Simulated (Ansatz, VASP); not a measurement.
## Au: VASP beside Ansatz

```xyz
1
Lattice="2.8766 0.0000 0.0000 0.0000 2.8766 0.0000 0.0000 0.0000 2.8766" Properties=species:S:1:pos:R:3 pbc="T T T"
Au    0.0000    0.0000    0.0000
```

Alike in both runs: task single point; functional revPBE; k mesh 13 × 13 × 13; occupations fermi-dirac, width 0.1 eV; no spin polarisation.

|  | VASP | Ansatz |
| --- | --- | --- |
| version | VASP 6.6.1 | Ansatz 0.2.0 |
| potentials or method | VASP PAW PBE potentials, release 64 (Au) | plane waves (420 eV) with PAW, scalar-relativistic |
| plane-wave cutoff (eV) | 520 | 420 |
| valence electrons in the cell | 11 | 19 |

Ansatz gave:

- pressure (GPa): -7.6

Problem. What did VASP give for the same quantities?

Solution. Pressure (GPa): -7.7.

The two sets of potentials don't hold the same shells in valence.

Caveats: the PAW data sets were made with another functional, which shifts forces and pressure a little (VASP). Spin-orbit coupling is left out, which matters for the levels of Au.
